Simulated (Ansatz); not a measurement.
**ZnO, one cell by several methods**

```xyz
2
Lattice="0.0000 2.1562 2.1079 2.1562 0.0000 2.1079 2.1562 2.1562 0.0000" Properties=species:S:1:pos:R:3 pbc="T T T"
Zn    0.0000    0.0000    0.0000
O     2.1562    2.1562    2.1079
```

Atoms are numbered in the order listed.

The cell comes from COD entry 1534836, which wasn't checked; take it as a given geometry. The listed cell was then made from it by scaling, straining or moving an atom.

Levels of theory: DFT, PBE, PAW with Ansatz's default frozen-core files, scalar-relativistic (Ansatz 0.2.0); DFT, PBE, all-electron PAW with datasets made for the crystal, scalar-relativistic (Ansatz 0.2.0); DFT, PBE, all-electron LAPW, scalar-relativistic (Ansatz 0.2.0).

For PAW: a Γ-centred 11×11×11 k mesh, Fermi–Dirac smearing of 0.01 eV, cutoff 420 eV, no spin polarisation. The crystal-made all-electron datasets (AE datasets) take a cutoff of 420 eV at this cell. LAPW targets a basis error of 0.25 meV/atom. The Ansatz runs share mesh, smearing and spin set-up. Plane-wave (PAW) pressures include the program's estimate of the Pulay term.

Stress and pressure are positive in compression.

The change that made this cell: z strained by -1.5 % at fixed volume.

| quantity | PAW | AE datasets | LAPW |
| --- | --- | --- | --- |
| pressure (GPa) | 6.38 | 6.25 | 6.25 |
| stress xx (GPa) | 5.55 | 5.43 | 5.43 |
| stress zz (GPa) | 8.04 | 7.90 | 7.90 |
| band gap (eV) | 0.875 | 0.892 | 0.892 |
| field gradient Vzz at Zn1 (10²¹ V/m²) | -1.39 | -1.40 | – |
| field gradient Vzz at O2 (10²¹ V/m²) | 0.50 | 0.48 | – |

PAW's pressure differs from the LAPW value by +0.13 GPa.
